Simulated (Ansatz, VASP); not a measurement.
**Ge in VASP and in Ansatz**

```
Ge
1.0
     0.00000    2.82891    2.82891
     2.82891    0.00000    2.82891
     2.82891    2.82891    0.00000
Ge
2
Direct
  0.75000 0.75000 0.75000
  0.50000 0.50000 0.50000
```

Alike in both runs: task single point; functional PBE; k mesh 8 × 8 × 8; occupations gaussian, width 0.021 eV; no spin polarisation.

|  | VASP | Ansatz |
| --- | --- | --- |
| version | VASP 6.6.1 | Ansatz 0.2.0 |
| potentials or method | VASP PAW PBE potentials, release 64 (Ge_d) | Ansatz PAW |
| plane-wave cutoff (eV) | 520 | 420 |
| valence electrons in the cell | 28 | 28 |

VASP gave:

| Item | Value |
| --- | --- |
| gap on the k mesh at the Fermi level (eV) | 0.03 |
| least direct gap on the mesh (eV) | 0.03 |
| pressure (GPa) | 3.5 |

Question: Estimate Ansatz's values.

Answer: gap on the k mesh at the Fermi level (eV): 0.03; least direct gap on the mesh (eV): 0.03; pressure (GPa): 3.6.

A k mesh can miss the band edges. Expect the measured gap to be larger: semilocal functionals such as PBE lack the derivative discontinuity.
